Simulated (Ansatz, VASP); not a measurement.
# Two plane-wave programs on Si2Ni

```
Ni Si
1.0
     0.00000    2.64782    2.64782
     2.64782    0.00000    2.64782
     2.64782    2.64782    0.00000
Ni Si
1 2
Direct
  0.00000 0.00000 0.00000
  0.75000 0.75000 0.75000
  0.25000 0.25000 0.25000
```

Alike in both runs: task single point; functional LDA; k mesh 9 × 9 × 9; occupations fermi-dirac, width 0.05 eV; collinear spin.

|  | VASP | Ansatz |
| --- | --- | --- |
| version | VASP 6.6.1 | Ansatz 0.2.0 |
| potentials or method | VASP PAW LDA potentials, release 64 (Ni, Si) | Ansatz PAW |
| plane-wave cutoff (eV) | 520 | 420 |
| valence electrons in the cell | 18 | 26 |

```csv
,VASP,Ansatz,Ansatz less VASP
gap on the k mesh at the Fermi level (eV),none,none,-
pressure (GPa),6.0,5.8,-0.19
net moment per atom (μB),0.00,0.00,0.000
```

A gap of «none» marks a metal or a gap that the smearing closes. The two sets of potentials don't hold the same shells in valence.

Caveats: the PAW data sets come from PBE, with cores solved anew for the run's functional, which leaves a small shift of forces and pressure (Ansatz); the starting moments weren't kept (Ansatz).
